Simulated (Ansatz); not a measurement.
# SnS, space group Pnma: a Berry-phase polarisation

Program: Ansatz 0.2.0 through its Python package.

Notebook, run cell by cell (the value of a cell's last expression is shown):

```python
import warnings

import ansatz as az
import numpy as np
```

```python
warnings.simplefilter('ignore', az.DeckWarning)
```

```python
lattice = az.Lattice.of(
    (11.2, 0.0, 0.0),
    (0.0, 3.987, 0.0),
    (0.0, 0.0, 4.334),
)
sites = [
    ('Sn', (0.1194, 0.25, 0.1198)),
    ('Sn', (0.3806, 0.75, 0.6198)),
    ('Sn', (0.6194, 0.25, 0.3802)),
    ('Sn', (0.8806, 0.75, 0.8802)),
    ('S', (0.8508, 0.25, 0.4793)),
    ('S', (0.6492, 0.75, 0.9793)),
    ('S', (0.3508, 0.25, 0.0207)),
    ('S', (0.1492, 0.75, 0.5207)),
]
sns = az.Crystal(lattice=lattice)
for symbol, position in sites:
    sns = sns.atom(symbol, position)
```

```python
def solve(structure):
    return (
        structure.calculation()
        .mixing('msr1', ndim=12, beta=0.2)
        .scf(tolerance=1e-08, max_iterations=100, algorithm='direct_min')
        .functional('revpbe')
        .basis(28 * az.Ry)
        .initial_density(normalization='atom')
        .kpoints(2, 4, 4, shift=0.5)
        .occupations('fixed')
        .polarization()
        .run()
        .polarization()
    )
```

```python
vectors = np.array(sns.lattice.vectors)
shifted = sns.move(7, to=np.array(sns.sites[7].position) + 0.01 * np.linalg.inv(vectors)[2])
before, after = solve(sns), solve(shifted)
for label, p in (('as typed', before), ('shifted', after)):
    print(label, 'reduced polarisation:', [round(axis.reduced, 4) for axis in p.axes], 'modulo', p.modulus)
# take the change on the nearest branch, then turn it into a dipole per cell
change = np.array([b.reduced - a.reduced for a, b in zip(before.axes, after.axes)])
change -= before.modulus * np.round(change / before.modulus)
dipole = change @ vectors
print('dipole change (e A):', np.round(dipole, 4) + 0.0)
print('column of the Born charge of', sns.sites[7].symbol, 'for a shift along z:', np.round(dipole / 0.01, 2) + 0.0)
```

    as typed reduced polarisation: [40.0, 40.0, 40.0] modulo 2
    shifted reduced polarisation: [39.9994, 40.0, 39.9921] modulo 2
    dipole change (e A): [-0.007   0.     -0.0342]
    column of the Born charge of S for a shift along z: [-0.7   0.   -3.42]

These settings explore the input space; cutoff and mesh may be short of convergence. The cutoff lies under the one recommended for these potentials. The structure is a deposited one; some such entries were measured under pressure or heat, so a shift against it needn't be the functional's error alone. Polarisation is defined up to a quantum, so only the change along a continuous path has meaning. The script silences the warnings on its input, which a real study should read. Finished in 98 s on 1 thread of Arm Neoverse V1, with other jobs on the host, peak memory 0.5 GiB.

(Lines on the test bed's own set-up are left out of the output.)
